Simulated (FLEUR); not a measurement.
**MnO under changes of volume**

One of the cells (10.999 Å³/atom); the others are scaled copies at fixed shape and fractional positions:

```
Mn O
1.0
     0.00000    2.22391    2.22391
     2.22391    0.00000    2.22391
     2.22391    2.22391    0.00000
Mn O
1 1
Direct
  0.00000 0.00000 0.00000
  0.50000 0.50000 0.50000
```

The cell is a database's computed one.

* Program: FLEUR MaX-R8.1 (later development tree)
* Functional: PBE
* Potentials or basis: all-electron
* Basis: FLAPW
* Kmax: 4.58 1/bohr
* k mesh: 10 × 10 × 10
* Occupations: fermi-dirac, width 0.05 eV
* Spin: collinear spin, ferromagnetic start
* Starting moments: [4.0, 0.0] μB

```csv
volume (Å³/atom),energy over the lowest point (meV/atom),moment (μB per cell)
10.339,14.29,4.58
10.559,7.11,4.65
10.999,0.00,4.79
11.439,?,?
11.659,13.75,4.89
```

Q: What does the run at 11.439 Å³/atom give?

A: Energy over the lowest point 6.61 meV/atom; moment 4.85 μB per cell.

Worked out: A Birch-Murnaghan fit of order 2 (a polynomial in V^(-2/3)) to the other rows has its minimum at 10.98 Å³/atom with B0 = V·E''(V) = 111 GPa. It gives 6.68 meV/atom at 11.439 Å³/atom, against the run's 6.61. A parabola through the other rows of the moment, of slope 0.133 μB per Å³/atom there, gives 4.87 μB, against the run's 4.85.

Energies are extrapolated to zero smearing.

Caveats: a cell with one magnetic atom can't hold antiferromagnetic order, which such compounds often take.
